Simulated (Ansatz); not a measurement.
Structure search for Be2Se

Level of theory: Ansatz 0.2.0, DFT PBE, scalar-relativistic, plane waves, PAW. All cells share a 420 eV cutoff and Γ-centred k meshes spaced at most about 0.3 Å⁻¹ (about 0.25 or finer for metals, 2π included). No spin polarisation.

Formation energies are uncorrected and refer to the elements' standard structures at the same level.

Temperature and zero-point effects are left out. The comparison covers the computed candidates alone. The k mesh leaves some 4 meV/atom of noise in the energy of each metallic cell. Weakly bound directions are ill-defined at this level, which has no dispersion term (P4/nmm, I4/mmm), and this can change margins and order among such cells. Kohn–Sham gaps at this level usually fall short of measured ones. The reference form of Se is held partly by dispersion forces, which this level lacks.

Invented guesses were relaxed alike, and ends that match in structure were merged. ΔE counts from the first row. Coordination counts Se atoms around Be (those within 1.25 times the shortest such distance or 1.15 times the sum of covalent radii, 1.27 where that leaves under three; a plus sign parts nearer from farther groups; the shortest distance is added where it exceeds 1.18 times the sum of covalent radii; a slash parts the counts of unlike sites). The ends were matched against large subsets of the Crystallography Open Database and the Materials Project, so a missing match doesn't prove that a structure is unreported.

| # | reached from | type and space group | atoms | Å³/atom | coordination | ΔE (meV/atom) | gap on mesh (eV) | in databases |
| --- | --- | --- | --- | --- | --- | --- | --- | --- |
| 1 | a cell proposed by chemical analogy | P-4m2 (No. 115) | 9 | 15.1 | Be 2/2 from 3.0 Å/4/8 from 3.8 Å | 0 | 0.00 | no match |
| 2 | a relaxed cell, shaken at random and relaxed again | C2/m (No. 12) | 6 | 15.0 | Be 2/3 | 16 | 0.00 | no match |
| 3 | a cell proposed by chemical analogy | Pnma (No. 62) | 12 | 14.2 | Be 2/3 | 39 | 0.00 | no match |
| 4 | a relaxed cell, shaken at random and relaxed again | P3m1 (No. 156) | 3 | 15.3 | Be 2/3 | 269 | 0.00 | no match |
| 5 | a cell proposed by chemical analogy | P4/nmm (No. 129) | 6 | 14.6 | Be 4/4 from 2.9 Å | 320 | 0.00 | no match |
| 6 | TbHg2 type (P-3m1) | anti-cadmium iodide, P-3m1 (No. 164) | 3 | 14.0 | Be 3 | 432 | 0.00 | no match |
| 7 | 2H molybdenite type (P6_3/mmc) | P6_3/mmc (No. 194) | 6 | 13.9 | Be 3+1 | 493 | 0.00 | no match |
| 8 | CaCl2 type (Pnnm) | Pnnm (No. 58) | 6 | 15.8 | Be 3 | 498 | 0.00 | no match |
| 9 | ZnPd2 type (P4/mmm) | P4/mmm (No. 123) | 6 | 13.0 | Be 2/4/8 from 2.8 Å | 521 | 0.00 | no match |
| 10 | Cu2Se type (F-43m) | F-43m (No. 216) | 3 | 14.3 | Be 4/6 from 2.8 Å | 659 | 0.00 | no match |
| 11 | TlBi2 type (P6/mmm) | AlB2, P6/mmm (No. 191) | 3 | 13.3 | Be 6 from 2.7 Å | 742 | 0.00 | no match |
| 12 | CaC2 type (I4/mmm) | I4/mmm (No. 139) | 3 | 23.1 | Be 1 | 758 | 0.79 | no match |
| 13 | random cell | P6/mmm (No. 191) | 3 | 13.4 | Be 3 | 827 | 0.00 | no match |
| 14 | Sr2Ir type (Fm-3m) | anti-fluorite, Fm-3m (No. 225) | 3 | 15.5 | Be 4 | 885 | 0.00 | no match |

The lowest: Space group P-4m2 (No. 115), tetragonal, a = 3.462 Å, c = 11.317 Å. Around Be on a site of symmetry 2mm lie 2 Se at 2.19 Å and 4 Be at 2.37 Å; Be on a site of symmetry -4m2 is surrounded by 8 Be at 2.37–2.45 Å; around Be on a second site of symmetry -4m2 lie 8 Be at 2.37–2.45 Å and 2 Se at 2.95 Å; Be on a second site of symmetry 2mm has 4 Se at 2.19–2.20 Å and 12 Be at 3.46–3.64 Å; Se on a site of symmetry 2mm has 4 Be at 2.19–2.20 Å; 1 more site not described. Its energy over the elements is −0.13 eV/atom. It lies below the elements, which doesn't yet make it stable against other compounds or structures. An observed structure of this formula, if there is one, may be missing.

```cif
data_structure
_symmetry_space_group_name_H-M 'P 1'
_symmetry_Int_Tables_number 1
_cell_length_a 3.4623
_cell_length_b 3.4623
_cell_length_c 11.3165
_cell_angle_alpha 90.000
_cell_angle_beta 90.000
_cell_angle_gamma 90.000
_cell_volume 135.65
loop_
_atom_site_label
_atom_site_type_symbol
_atom_site_fract_x
_atom_site_fract_y
_atom_site_fract_z
_atom_site_occupancy
Be1 Be 0.50000 0.00000 0.64272 1
Be2 Be 0.00000 0.00000 0.50000 1
Be3 Be 0.00000 0.50000 0.35728 1
Be4 Be 0.50000 0.50000 0.50000 1
Be5 Be 0.50000 0.00000 0.11897 1
Be6 Be 0.00000 0.50000 0.88103 1
Se1 Se 0.50000 0.50000 0.76105 1
Se2 Se 0.50000 0.50000 0.23895 1
Se3 Se 0.00000 0.00000 0.00000 1
```

The second: Space group C2/m (No. 12), monoclinic, a = 9.704 Å, b = 3.567 Å, c = 5.911 Å, β = 118.6°. Around Be on its first site lie 3 Be at 2.20–2.31 Å and 3 Se at 2.26–2.33 Å; Be on its second site has 5 Be at 2.20–2.31 Å and 2 Se at 2.35–2.41 Å; around Se lie 5 Be at 2.26–2.41 Å. Counting Se atoms around Be, the first has Be 2/2 from 3.0 Å/4/8 from 3.8 Å and the second has Be 2/3. Shaken at random and relaxed again, row 10 falls into row 4, 0.39 eV/atom lower, so it is a saddle point or a shallow minimum. Shaken at random and relaxed again, row 6 falls into row 2, 0.42 eV/atom lower, so it is a saddle point or a shallow minimum. Cells without such a test can be saddle points. Some structure types and database cells were kept out of the candidates from the start, so a known form may be missing.
